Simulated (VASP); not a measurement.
Runs of VASP 6.6.1 on HfC. Symmetry: Fm-3m, No. 225, cubic system. The conventional cell has a = 4.650 Å, b = 4.650 Å, c = 4.650 Å, α = 90.00°, β = 90.00°, γ = 90.00°. Hf (site symmetry m-3m) has 6 C at 2.33 Å as nearest neighbours. C (site symmetry m-3m) is surrounded by 6 Hf at 2.33 Å. 

```csv
level,gap on the mesh (eV),pressure (GPa),relaxed volume (Å³/atom)
RPBE+D3(BJ),none,0.0,11.24
PBEsol+D4,none,0.0,12.11
RPBE+D3,none,0.0,(b)
RPBE+D4,none,0.0,12.36
PBEsol+rVV10,none,0.1,(a)
```

Alike in all rows: task relaxation of cell and atoms; potentials or basis VASP PAW PBE potentials, release 64 (Hf_pv, C); no spin polarisation; cell relaxed; k mesh 10 × 10 × 10; cutoff (eV) 600; smearing fermi-dirac 0.05 eV.

Q: Fill in the values left out.

A: (a) 12.18; (b) 12.41.

Caveats: the PAW data sets were made with another functional, which shifts forces and pressure a little; pairwise dispersion overbinds metals, which lowers pressure and volume; the volume moved by -11 % from the deposited cell, more than functionals usually miss (some runs).

A k mesh can miss the band edges, and the runs leave out spin-orbit coupling on Hf.

A gap of «none» marks a metal or a gap under the smearing width.
